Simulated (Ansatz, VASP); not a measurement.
Pb in VASP and in Ansatz

```
Pb
1.0
     0.00000    2.46691    2.46691
     2.46691    0.00000    2.46691
     2.46691    2.46691    0.00000
Pb
1
Cartesian
  0.0000 0.0000 0.0000
```

Alike in both runs: functional PBEsol; k mesh 14 × 14 × 14; occupations gaussian, width 0.1 eV; no spin polarisation.

Ansatz relaxed the structure, and its values are those at the end. VASP's run is a single point on that final structure, the one shown.

|  | VASP | Ansatz |
| --- | --- | --- |
| version | VASP 6.6.1 | Ansatz 0.2.0 |
| potentials or method | VASP PAW PBE potentials, release 64 (Pb_d) | scalar-relativistic, plane waves, PAW |
| plane-wave cutoff (eV) | 520 | 420 |
| valence electrons in the cell | 14 | 14 |

```csv
,VASP,Ansatz,Ansatz less VASP
gap on the k mesh at the Fermi level (eV),none,none,-
pressure (GPa),0.0,0.0,+0.08
```

A gap of «none» marks a metal or a gap that the smearing closes.

Caveats: the PAW data sets were made with another functional, which shifts forces and pressure a little (VASP). Spin-orbit coupling is left out, which matters for the levels of Pb.
